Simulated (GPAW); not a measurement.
Input of a GPAW 26.7.0 run:

Contents of run.py:

```python
from ase import Atoms
from ase.calculators.mixing import SumCalculator
from ase.filters import FrechetCellFilter
from ase.io import write
from ase.optimize import BFGS
from dftd3.ase import DFTD3
from gpaw import GPAW, PW

atoms = Atoms(['Ag'],
              cell=[[0.0, 2.04275, 2.04275],
                    [2.04275, 0.0, 2.04275],
                    [2.04275, 2.04275, 0.0]],
              scaled_positions=[[0.0, 0.0, 0.0]],
              pbc=True)

calc = GPAW(mode=PW(600),
            xc='revPBE',
            kpts={'size': (11, 11, 11), 'gamma': True},
            occupations={'name': 'fermi-dirac', 'width': 0.05},
            nbands=18,
            convergence={'density': 1e-05, 'forces': 0.0001},
            maxiter=150,
            txt='gpaw.txt')
atoms.calc = SumCalculator([calc, DFTD3(method='revpbe', damping='d3bj')])
opt = BFGS(FrechetCellFilter(atoms), trajectory='relax.traj', logfile='-')
done = opt.run(fmax=0.02, steps=40)
calc.write('gs.gpw')
write('result.traj', atoms)
print('Converged:', done)
print('Cell:', atoms.cell.cellpar().round(4))
print('Volume:', round(atoms.get_volume(), 4))
print(atoms.get_scaled_positions().round(5))
```

Potentials or basis: the program's PAW data sets (release 1.2.1) made for this functional, pw.

Command:

```sh
$ OMP_NUM_THREADS=1 python run.py
```

Question: Predict the dispersion energy per atom.

Answer: -1.168 eV.

Question: Estimate the space group after relaxing (to 0.05 Å).

Answer: Fm-3m (No. 225).

Question: Estimate the band gap on the k mesh.

Answer: None (metal or under the smearing width).

Step by step:
```
step  energy change (eV)  largest force (eV/Å)  pressure (GPa)  volume (Å³)
   1              0.0000                0.0000           -3.65        17.05
   2             -0.0051                0.0000           -1.97        16.77
   3             -0.0071                0.0000            0.15        16.46
```

Caveat: later steps reuse the first step's grids; pairwise dispersion overbinds metals, which lowers pressure and volume.
